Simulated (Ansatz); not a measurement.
# How much does Li in Cu(111), 2x2 scatter?, part 2 of 2

Wanted: the reflection from a plane of defects, Li in Cu(111), 2x2, and the resistivity it implies.

Ansatz 0.2.0; Ansatz plane-wave DFT, PBE, PAW files; ballistic transport by layer matching (Landauer), zero bias; PAW set soft_1 (the session's first sound run).

So far, resistivity per at.% scaled from this dense plane, with the factor 3/4 for isotropic scattering (µΩ cm): step 3 (resistance at ideal sites) 0.660.

**4. Relaxing the neighbours**

The neighbours of the defect are let go while the lead's layers stay on their sites, since a lead must repeat to 0.01 Å.

This step: Ansatz plane-wave DFT, PBE, PAW files; relaxation with the lead's layers held; PAW set soft_1 (Ansatz 0.2.0).

input.yaml reads:

```yaml
crystal:
  lattice:
    - [5.1123254594, 0.0, 0.0]
    - [-2.5561627297, 4.4274037203, 0.0]
    - [-1.2780813649, 0.73790062, 22.9580794202]
  atoms:
    - { symbol: Cu, position: [0.0075757576, 0.9924242424, 0.0454545455] }
    - { symbol: Cu, position: [0.0075757576, 0.4924242424, 0.0454545455] }
    - { symbol: Cu, position: [0.5075757576, 0.9924242424, 0.0454545455] }
    - { symbol: Cu, position: [0.5075757576, 0.4924242424, 0.0454545455] }
    - { symbol: Cu, position: [0.1893939394, 0.3106060606, 0.1363636364] }
    - { symbol: Cu, position: [0.1893939394, 0.8106060606, 0.1363636364] }
    - { symbol: Cu, position: [0.6893939394, 0.3106060606, 0.1363636364] }
    - { symbol: Cu, position: [0.6893939394, 0.8106060606, 0.1363636364] }
    - { symbol: Cu, position: [0.3712121212, 0.1287878788, 0.2272727273] }
    - { symbol: Cu, position: [0.3712121212, 0.6287878788, 0.2272727273] }
    - { symbol: Cu, position: [0.8712121212, 0.1287878788, 0.2272727273] }
    - { symbol: Cu, position: [0.8712121212, 0.6287878788, 0.2272727273] }
    - { symbol: Cu, position: [0.053030303, 0.946969697, 0.3181818182] }
    - { symbol: Cu, position: [0.053030303, 0.446969697, 0.3181818182] }
    - { symbol: Cu, position: [0.553030303, 0.946969697, 0.3181818182] }
    - { symbol: Cu, position: [0.553030303, 0.446969697, 0.3181818182] }
    - { symbol: Cu, position: [0.2348484848, 0.2651515152, 0.4090909091] }
    - { symbol: Cu, position: [0.2348484848, 0.7651515152, 0.4090909091] }
    - { symbol: Cu, position: [0.7348484848, 0.2651515152, 0.4090909091] }
    - { symbol: Cu, position: [0.7348484848, 0.7651515152, 0.4090909091] }
    - { symbol: Li, position: [0.4166666667, 0.0833333333, 0.5] }
    - { symbol: Cu, position: [0.4166666667, 0.5833333333, 0.5] }
    - { symbol: Cu, position: [0.9166666667, 0.0833333333, 0.5] }
    - { symbol: Cu, position: [0.9166666667, 0.5833333333, 0.5] }
    - { symbol: Cu, position: [0.0984848485, 0.9015151515, 0.5909090909] }
    - { symbol: Cu, position: [0.0984848485, 0.4015151515, 0.5909090909] }
    - { symbol: Cu, position: [0.5984848485, 0.9015151515, 0.5909090909] }
    - { symbol: Cu, position: [0.5984848485, 0.4015151515, 0.5909090909] }
    - { symbol: Cu, position: [0.2803030303, 0.2196969697, 0.6818181818] }
    - { symbol: Cu, position: [0.2803030303, 0.7196969697, 0.6818181818] }
    - { symbol: Cu, position: [0.7803030303, 0.2196969697, 0.6818181818] }
    - { symbol: Cu, position: [0.7803030303, 0.7196969697, 0.6818181818] }
    - { symbol: Cu, position: [0.4621212121, 0.0378787879, 0.7727272727] }
    - { symbol: Cu, position: [0.4621212121, 0.5378787879, 0.7727272727] }
    - { symbol: Cu, position: [0.9621212121, 0.0378787879, 0.7727272727] }
    - { symbol: Cu, position: [0.9621212121, 0.5378787879, 0.7727272727] }
    - { symbol: Cu, position: [0.1439393939, 0.8560606061, 0.8636363636] }
    - { symbol: Cu, position: [0.1439393939, 0.3560606061, 0.8636363636] }
    - { symbol: Cu, position: [0.6439393939, 0.8560606061, 0.8636363636] }
    - { symbol: Cu, position: [0.6439393939, 0.3560606061, 0.8636363636] }
    - { symbol: Cu, position: [0.3257575758, 0.1742424242, 0.9545454545] }
    - { symbol: Cu, position: [0.3257575758, 0.6742424242, 0.9545454545] }
    - { symbol: Cu, position: [0.8257575758, 0.1742424242, 0.9545454545] }
    - { symbol: Cu, position: [0.8257575758, 0.6742424242, 0.9545454545] }
kpoints:
  mp_grid: { grid: [5, 5, 1] }
hamiltonian:
  xc: pbe
  pseudopotentials: { kind: paw, azcp: { folder: soft_1 } }
scf:
  occupations: { method: fermi_dirac, width: 0.1 }
relax:
  f_tol: 0.03
  max_steps: 40
  constraints:
    - { sites: [0, 1, 2, 3, 4, 5, 6, 7, 8, 9, 10, 11, 32, 33, 34, 35, 36, 37, 38, 39, 40, 41, 42, 43] }
```

On the command line:

```bash
$ ansatz run input.yaml --threads 4 --pin off --max-ram 15360MiB --backend cpu --events-out ev --progress --plain --runs-dir out
```

Numbers of over 12 decimals in the logs are rounded to 6 here.

The program printed:

```text
[...]
Crystal: 44 atoms, lattice volume = 519.641 Å³
Basis set: ecut = 420 eV, 10219 PW (Γ), exchange–correlation on 72×72×320 points (8 copies of the dense FFT grid, shifted against one another)
Bands: 492, of which v1, the nominal top of the filled ones, is band 410 counted from 1 (409 counted from 0)
Symmetry: 4 space group operations
[...]
k-points: 9 of 25
[...]
SCF iter   1: F=—  HF=-285139.769280 eV  |F-HF|=—  |Δ(HF+E_count)|=         —  Δρ=3.06e-1  dr2=1.31e3  ethr=3.10e-3  ⟨swp⟩=4.6  Hψ=13111  notcnv=0  defer=56
[...]
SCF iter  14: F=-285087.760975 eV  HF=-285087.760990 eV  |F-HF|=1.49e-5  |Δ(HF+E_count)|=   3.46e-6  Δρ=2.59e-5  dr2=1.62e-5  ethr=2.74e-9  ⟨swp⟩=2.0  Hψ=11453  notcnv=0
SCF 1 converged in 14 iterations: F = -285087.760975 eV  dr2 = 1.62e-5
[...]
relax step   1: F+E_penalty+E_count = -285087.76097530 eV  Δ(F+E_penalty+E_count) = +0.000e0 eV  max|allowed force component| = 1.422e-1 eV/Å  Δτ_max = 0.0000 Å  (14 SCF iters, dr2 threshold 2.25e-5 eV, accepted)
[...]
iter 1 solved again at ethr=9.29e-8 eV; its pass at ethr=3.10e-3 eV (dr2=7.62e-4 eV) is discarded
[...]
SCF iter   6: F=-285087.764554 eV  HF=-285087.764555 eV  |F-HF|=5.30e-7  |Δ(HF+E_count)|=   2.39e-7  Δρ=4.35e-6  dr2=5.57e-7  ethr=1.54e-10  ⟨swp⟩=3.0  Hψ=11310  notcnv=0
SCF 2 converged in 6 iterations: F = -285087.764554 eV  dr2 = 5.57e-7
relax step   2: F+E_penalty+E_count = -285087.76455428 eV  Δ(F+E_penalty+E_count) = -3.579e-3 eV  max|allowed force component| = 1.028e-1 eV/Å  Δτ_max = 0.0065 Å  (6 SCF iters, dr2 threshold 1.26e-6 eV, accepted)
SCF iter   1: F=—  HF=-285087.770377 eV  |F-HF|=—  |Δ(HF+E_count)|=         —  Δρ=1.34e-3  dr2=4.79e-3  ethr=6.06e-6  ⟨swp⟩=4.4  Hψ=9546  notcnv=0  defer=537
[...]
SCF iter   9: F=-285087.768262 eV  HF=-285087.768262 eV  |F-HF|=2.54e-8  |Δ(HF+E_count)|=   5.41e-9  Δρ=1.47e-6  dr2=3.05e-8  ethr=1.22e-11  ⟨swp⟩=3.0  Hψ=11814  notcnv=0
SCF 3 converged in 9 iterations: F = -285087.768262 eV  dr2 = 3.05e-8
relax step   3: F+E_penalty+E_count = -285087.76826242 eV  Δ(F+E_penalty+E_count) = -3.708e-3 eV  max|allowed force component| = 9.707e-3 eV/Å  Δτ_max = 0.0189 Å  (9 SCF iters, accepted)
SCF converged after 9 iterations
Free energy (F): -285087.768262 eV
[...]
Internal energy: -285087.223806 eV  (E = F + TS)
E sigma→0 (E₀):  -285087.496034 eV
Entropy (-TS):   -0.544457 eV (-12.374 meV/atom)
Fermi energy:    15.993671 eV
[...]
--- Forces (eV/Å), atoms counted from 1 ---
  atom   1  Cu    -0.00199302     0.00003509     0.00302270
  atom   2  Cu     0.00067905    -0.00039205    -0.00013275
  atom   3  Cu     0.00175911    -0.00101562     0.00221867
  atom   4  Cu    -0.00102690     0.00170846     0.00302270
  atom   5  Cu    -0.00562915     0.00324999    -0.00029480
  atom   6  Cu     0.00060652    -0.00427370    -0.00301957
  atom   7  Cu     0.00400439     0.00161159    -0.00301957
  atom   8  Cu    -0.00012193     0.00007040    -0.00202166
  atom   9  Cu     0.00032855    -0.00018969     0.01409039
  atom  10  Cu     0.02403727     0.01353063    -0.00729876
  atom  11  Cu     0.00030076    -0.02758220    -0.00729876
  atom  12  Cu    -0.02278290     0.01315372    -0.00452170
  atom  13  Cu     0.00231167     0.00152683    -0.00962272
  atom  14  Cu     0.00012886    -0.00007440    -0.00398793
  atom  15  Cu    -0.00236566     0.00136582    -0.00970665
  atom  16  Cu    -0.00016644    -0.00276537    -0.00962272
  atom  17  Cu    -0.00003909     0.00002257     0.00106353
  atom  18  Cu     0.00006439    -0.00014010     0.00103550
  atom  19  Cu     0.00015353     0.00001429     0.00103550
  atom  20  Cu    -0.00009894     0.00005712    -0.00461424
  atom  21  Li     0.00000000     0.00000000     0.00000000
  atom  22  Cu     0.00000000    -0.00000000    -0.00000000
  atom  23  Cu    -0.00000000     0.00000000     0.00000000
  atom  24  Cu     0.00000000     0.00000000     0.00000000
  atom  25  Cu    -0.00015353    -0.00001429    -0.00103550
  atom  26  Cu     0.00009894    -0.00005712     0.00461424
  atom  27  Cu     0.00003909    -0.00002257    -0.00106353
  atom  28  Cu    -0.00006439     0.00014010    -0.00103550
  atom  29  Cu     0.00236566    -0.00136582     0.00970665
  atom  30  Cu     0.00016644     0.00276537     0.00962272
  atom  31  Cu    -0.00231167    -0.00152683     0.00962272
  atom  32  Cu    -0.00012886     0.00007440     0.00398793
  atom  33  Cu    -0.00032855     0.00018969    -0.01409039
  atom  34  Cu    -0.02403727    -0.01353063     0.00729876
  atom  35  Cu    -0.00030076     0.02758220     0.00729876
  atom  36  Cu     0.02278290    -0.01315372     0.00452170
  atom  37  Cu    -0.00400439    -0.00161159     0.00301957
  atom  38  Cu     0.00012193    -0.00007040     0.00202166
  atom  39  Cu     0.00562915    -0.00324999     0.00029480
  atom  40  Cu    -0.00060652     0.00427370     0.00301957
  atom  41  Cu    -0.00175911     0.00101562    -0.00221867
  atom  42  Cu     0.00102690    -0.00170846    -0.00302270
  atom  43  Cu     0.00199302    -0.00003509    -0.00302270
  atom  44  Cu    -0.00067905     0.00039205     0.00013275
  max |Σ_I F_I| component: 3.47e-18 eV/Å
--- Relaxed structure (3 steps of the walk, 3 accepted, 0 SCFs on fresh bases) ---
  F+E_penalty+E_count = -285087.76826242 eV   max|allowed force component| = 9.707e-3 eV/Å
  atoms:
    - { symbol: Cu, position: [0.00757576, 0.992424, 0.0454545455] }
    - { symbol: Cu, position: [0.00757576, 0.492424, 0.045455] }
    - { symbol: Cu, position: [0.507576, 0.992424, 0.0454545455] }
    - { symbol: Cu, position: [0.507576, 0.492424, 0.0454545455] }
    - { symbol: Cu, position: [0.189394, 0.310606, 0.136364] }
    - { symbol: Cu, position: [0.189394, 0.810606, 0.1363636364] }
    - { symbol: Cu, position: [0.689394, 0.310606, 0.1363636364] }
    - { symbol: Cu, position: [0.689394, 0.810606, 0.136364] }
    - { symbol: Cu, position: [0.371212, 0.128788, 0.2272727273] }
    - { symbol: Cu, position: [0.371212, 0.628788, 0.2272727273] }
    - { symbol: Cu, position: [0.871212, 0.128788, 0.2272727273] }
    - { symbol: Cu, position: [0.871212, 0.628788, 0.2272727273] }
    - { symbol: Cu, position: [0.052632, 0.946759, 0.318381] }
    - { symbol: Cu, position: [0.052898, 0.447102, 0.317265] }
    - { symbol: Cu, position: [0.553322, 0.946678, 0.318371] }
    - { symbol: Cu, position: [0.553241, 0.447368, 0.318381] }
    - { symbol: Cu, position: [0.234306, 0.265694, 0.408703] }
    - { symbol: Cu, position: [0.234356, 0.764190, 0.408658] }
    - { symbol: Cu, position: [0.735810, 0.265644, 0.408658] }
    - { symbol: Cu, position: [0.735090, 0.764910, 0.410191] }
    - { symbol: Li, position: [0.416667, 0.083333, 0.5] }
    - { symbol: Cu, position: [0.416667, 0.583333, 0.5] }
    - { symbol: Cu, position: [0.916667, 0.083333, 0.5] }
    - { symbol: Cu, position: [0.916667, 0.583333, 0.5] }
    - { symbol: Cu, position: [0.097524, 0.901022, 0.591342] }
    - { symbol: Cu, position: [0.098243, 0.401757, 0.589809] }
    - { symbol: Cu, position: [0.599027, 0.900973, 0.591297] }
    - { symbol: Cu, position: [0.598978, 0.402476, 0.591342] }
    - { symbol: Cu, position: [0.280011, 0.219989, 0.681629] }
    - { symbol: Cu, position: [0.280093, 0.719298, 0.681619] }
    - { symbol: Cu, position: [0.780702, 0.219907, 0.681619] }
    - { symbol: Cu, position: [0.780436, 0.719564, 0.682735] }
    - { symbol: Cu, position: [0.462121, 0.037879, 0.7727272727] }
    - { symbol: Cu, position: [0.462121, 0.537879, 0.772727] }
    - { symbol: Cu, position: [0.962121, 0.037879, 0.772727] }
    - { symbol: Cu, position: [0.962121, 0.537879, 0.772727] }
    - { symbol: Cu, position: [0.143939, 0.856061, 0.8636363636] }
    - { symbol: Cu, position: [0.143939, 0.356061, 0.8636363636] }
    - { symbol: Cu, position: [0.643939, 0.856061, 0.8636363636] }
    - { symbol: Cu, position: [0.643939, 0.356061, 0.8636363636] }
    - { symbol: Cu, position: [0.325758, 0.174242, 0.9545454545] }
    - { symbol: Cu, position: [0.325758, 0.674242, 0.954545] }
    - { symbol: Cu, position: [0.825758, 0.174242, 0.954545] }
    - { symbol: Cu, position: [0.825758, 0.674242, 0.954545] }
```

Elapsed: 98 s, on 4 threads of Intel Xeon Platinum 8488C (Sapphire Rapids), shared host; peak memory 5.3 GiB.

Relaxation path:

| step | energy less that of the first step (eV) | largest force component (eV/Å) |
| --- | --- | --- |
| 1 | 0.0000 | 0.1422 |
| 2 | -0.0036 | 0.1028 |
| 3 | -0.0073 | 0.0097 |

The run keeps the 4 symmetry operations that it works with, so distortions that break them were not tested.

The atoms that moved most (Å):

| atom | dx | dy | dz | length |
| --- | --- | --- | --- | --- |
| Cu20 | 0.000 | 0.000 | 0.025 | 0.025 |
| Cu26 | 0.000 | 0.000 | -0.025 | 0.025 |
| Cu32 | 0.000 | 0.000 | 0.021 | 0.021 |
| Cu14 | 0.000 | 0.000 | -0.021 | 0.021 |
| Cu28 | 0.000 | 0.005 | 0.010 | 0.011 |
| Cu25 | -0.004 | -0.002 | 0.010 | 0.011 |
| Cu19 | 0.004 | 0.002 | -0.010 | 0.011 |
| Cu18 | 0.000 | -0.005 | -0.010 | 0.011 |

Numbers from this step:

| Property | Result |
| --- | --- |
| free energy | -285087.7683 eV |
| energy at zero smearing | -285087.4960 eV |

The largest force component on a free atom ends at 0.0097 eV/Å, under the tolerance of 0.03, after 3 steps.

**5. Transmission after relaxation, relaxed yes**

The transmission is solved again on the relaxed atoms.

This step: Ansatz plane-wave DFT, PBE, PAW files; ballistic transport by layer matching (Landauer), zero bias; PAW set soft_1 (Ansatz 0.2.0).

input.yaml reads:

```yaml
crystal:
  lattice:
    - [5.1123254594, 0.0, 0.0]
    - [-2.5561627297, 4.4274037203, 0.0]
    - [-1.2780813649, 0.73790062, 22.9580794202]
  atoms:
    - { symbol: Cu, position: [0.0075757576, 0.9924242424, 0.0454545455] }
    - { symbol: Cu, position: [0.0075757576, 0.4924242424, 0.0454545455] }
    - { symbol: Cu, position: [0.5075757576, 0.9924242424, 0.0454545455] }
    - { symbol: Cu, position: [0.5075757576, 0.4924242424, 0.0454545455] }
    - { symbol: Cu, position: [0.1893939394, 0.3106060606, 0.1363636364] }
    - { symbol: Cu, position: [0.1893939394, 0.8106060606, 0.1363636364] }
    - { symbol: Cu, position: [0.6893939394, 0.3106060606, 0.1363636364] }
    - { symbol: Cu, position: [0.6893939394, 0.8106060606, 0.1363636364] }
    - { symbol: Cu, position: [0.3712121212, 0.1287878788, 0.2272727273] }
    - { symbol: Cu, position: [0.3712121212, 0.6287878788, 0.2272727273] }
    - { symbol: Cu, position: [0.8712121212, 0.1287878788, 0.2272727273] }
    - { symbol: Cu, position: [0.8712121212, 0.6287878788, 0.2272727273] }
    - { symbol: Cu, position: [0.0526316494, 0.9467592922, 0.3183812959] }
    - { symbol: Cu, position: [0.0528975389, 0.4471024611, 0.3172651714] }
    - { symbol: Cu, position: [0.5533222349, 0.9466777651, 0.3183711046] }
    - { symbol: Cu, position: [0.5532407078, 0.4473683506, 0.3183812959] }
    - { symbol: Cu, position: [0.234306246, 0.265693754, 0.4087032421] }
    - { symbol: Cu, position: [0.2343556255, 0.7641902514, 0.4086575861] }
    - { symbol: Cu, position: [0.7358097486, 0.2656443745, 0.4086575861] }
    - { symbol: Cu, position: [0.7350904333, 0.7649095667, 0.4101907709] }
    - { symbol: Li, position: [0.4166666667, 0.0833333333, 0.5] }
    - { symbol: Cu, position: [0.4166666667, 0.5833333333, 0.5] }
    - { symbol: Cu, position: [0.9166666667, 0.0833333333, 0.5] }
    - { symbol: Cu, position: [0.9166666667, 0.5833333333, 0.5] }
    - { symbol: Cu, position: [0.0975235847, 0.9010222922, 0.5913424139] }
    - { symbol: Cu, position: [0.0982429001, 0.4017570999, 0.5898092291] }
    - { symbol: Cu, position: [0.5990270873, 0.9009729127, 0.5912967579] }
    - { symbol: Cu, position: [0.5989777078, 0.4024764153, 0.5913424139] }
    - { symbol: Cu, position: [0.2800110984, 0.2199889016, 0.6816288954] }
    - { symbol: Cu, position: [0.2800926255, 0.719298316, 0.6816187041] }
    - { symbol: Cu, position: [0.780701684, 0.2199073745, 0.6816187041] }
    - { symbol: Cu, position: [0.7804357944, 0.7195642056, 0.6827348286] }
    - { symbol: Cu, position: [0.4621212121, 0.0378787879, 0.7727272727] }
    - { symbol: Cu, position: [0.4621212121, 0.5378787879, 0.7727272727] }
    - { symbol: Cu, position: [0.9621212121, 0.0378787879, 0.7727272727] }
    - { symbol: Cu, position: [0.9621212121, 0.5378787879, 0.7727272727] }
    - { symbol: Cu, position: [0.1439393939, 0.8560606061, 0.8636363636] }
    - { symbol: Cu, position: [0.1439393939, 0.3560606061, 0.8636363636] }
    - { symbol: Cu, position: [0.6439393939, 0.8560606061, 0.8636363636] }
    - { symbol: Cu, position: [0.6439393939, 0.3560606061, 0.8636363636] }
    - { symbol: Cu, position: [0.3257575758, 0.1742424242, 0.9545454545] }
    - { symbol: Cu, position: [0.3257575758, 0.6742424242, 0.9545454545] }
    - { symbol: Cu, position: [0.8257575758, 0.1742424242, 0.9545454545] }
    - { symbol: Cu, position: [0.8257575758, 0.6742424242, 0.9545454545] }
kpoints:
  mp_grid: { grid: [5, 5, 1] }
hamiltonian:
  xc: pbe
  pseudopotentials: { kind: paw, azcp: { folder: soft_1 } }
scf:
  occupations: { method: fermi_dirac, width: 0.1 }
output:
  transmission:
    leads: [[0, 4]]
    kmesh: [10, 10]
    e_range: [-0.05, 0.05]
    de: 0.05
  write_potential: true
  write_density: true
  volumetric_format: npy
```

The program printed:

```text
[...]
Crystal: 44 atoms, lattice volume = 519.641 Å³
Basis set: ecut = 420 eV, 10219 PW (Γ)
Bands: 492, of which v1, the nominal top of the filled ones, is band 410 counted from 1 (409 counted from 0)
Symmetry: 4 space group operations
[...]
k-points: 9 of 25
[...]
SCF iter   1: F=—  HF=-285139.731057 eV  |F-HF|=—  |Δ(HF+E_count)|=         —  Δρ=3.05e-1  dr2=1.31e3  ethr=3.10e-3  ⟨swp⟩=4.6  Hψ=13117  notcnv=0  defer=59
[...]
SCF iter  18: F=-285087.768212 eV  HF=-285087.768212 eV  |F-HF|=2.24e-8  |Δ(HF+E_count)|=   4.31e-9  Δρ=8.47e-7  dr2=2.39e-8  ethr=1.22e-11  ⟨swp⟩=7.6  Hψ=15703  notcnv=0
SCF 1 converged in 18 iterations: F = -285087.768212 eV  dr2 = 2.39e-8
[...]
transmission: 114 of 1085 steps passed
transmission: 219 of 1085 steps passed
[...]
transmission: 1085 of 1085 steps passed
SCF converged after 18 iterations
Free energy (F): -285087.768212 eV
[...]
Internal energy: -285087.223755 eV  (E = F + TS)
E sigma→0 (E₀):  -285087.495984 eV
Entropy (-TS):   -0.544457 eV (-12.374 meV/atom)
Fermi energy:    15.993670 eV
[...]
--- Band table (eV; the first three rows and the last of 9) ---
  k-point 0: bands = [... 406 lower, 15.8539, 16.2220, 16.2802, 16.5663, 16.5846, 16.6211, 16.6342, 16.8356, ... 78 higher]
  k-point 1: bands = [... 406 lower, 15.7310, 15.7861, 15.7974, 15.9082, 15.9906, 16.0073, 16.0707, 16.1794, ... 78 higher]
  k-point 2: bands = [... 406 lower, 15.7664, 15.7900, 15.8249, 15.9200, 15.9823, 16.0957, 16.3650, 16.4097, ... 78 higher]
  k-point 8: bands = [... 406 lower, 15.7601, 15.8135, 15.8433, 15.8797, 15.9544, 16.1156, 16.1266, 16.2638, ... 78 higher]
--- Transmission ---
  basis      : 199 plane waves across, 35 finite elements along
  points     : 31, standing for a mesh of 10 x 10
[...]
channels       : 3.210000e0 a spin
[...]
junction   : crystal 0 to crystal 0, 0.70 to 21.57 Å
    transmission   : 3.046126e0 a spin
[...]
```

Run time: 2.4 min. Hardware: 4 threads; peak memory 5.2 GiB; 8.4 min of CPU time.

Numbers from this step:

* free energy: -285087.7682 eV
* transmission per spin nearest the Fermi level: 3.046
* open channels per spin nearest the Fermi level: 3.21
* step of the lead's potential: 2.2 meV

Per spin. Transmission, zone mean against energy, zero at the Fermi level:

| energy (eV) | transmission, zone mean |
| --- | --- |
| -0.0500 | 3.03 |
| 0.0000 | 3.05 |
| 0.0500 | 3.06 |

Transmission over k1 and k2. At 0.0000 eV from the Fermi level.

Ten even steps from '0' (2.67) to '9' (3.63):
```
2922292222
2292292222
2229192222
2221001222
9999020999
2222100122
2222291922
2222292292
2222292229
9222292222
```
Columns: k1 (b1) from -0.5 to 0.4; rows upwards: k2 (b2) from -0.5 to 0.4.

Over the solved energies the transmission per spin lies between 3.03 and 3.06, out of 3.21 channels of the lead on average (up to 3.21).

**6. Resistance after relaxation**

This step: Ansatz plane-wave DFT, PBE, PAW files; ballistic transport by layer matching (Landauer), zero bias; area resistance of the defect plane and resistivity an atomic per cent; PAW set soft_1 (Ansatz 0.2.0).

Numbers from this step:

```
area resistance                                                                                 : 0.04953 fΩ m²
T over the leads' mean channel count                                                            : 0.9484
resistivity per at.% scaled from this dense plane, with the factor 3/4 for isotropic scattering : 0.7120 µΩ cm
```

Averaged over the energies near the Fermi level, 94.8 % of the channels pass, which makes 0.0495 fΩ m², against 0.0459 on ideal sites.

**7. Summary of results**

```json
{"share of channels that pass, rigid": "0.953", "area resistance, rigid": "0.0459 fΩ m²", "resistivity per at.% from the area resistance, times 3/4, rigid": "0.660 µΩ cm", "share of channels that pass, relaxed": "0.948", "area resistance, relaxed": "0.0495 fΩ m²", "resistivity per at.% from the area resistance, times 3/4, relaxed": "0.712 µΩ cm"}
```

**Reading.** The plane of defects adds 0.050 fΩ m². Scaled to one atomic per cent that is 0.95 µΩ cm as it stands and 0.71 with the factor 3/4 for isotropic scattering on a spherical Fermi surface. These are rough estimates of the dilute value, not bounds. One Li in each 2x2 cell reflects 5.2 % of the lead's channels. The relaxed cell differs by 7.9 % in resistance; between the two runs the lead's own channel count goes from 3.15 to 3.21, so sampling may have a part in it. The defects form a dense periodic sheet that scatters coherently, unlike a dilute random alloy. T and N are means over the solved energies nearest the Fermi level.

[Logs are printed without paths, hosts, clocks, repeated set-up lines and the standing remarks that a program may print on its own settings, such as how far it seeks lower states.]

[Hosts, paths, dates, database ids (printed as entryN), source tags and the programs' standing remarks are cut or masked in the printed files.]
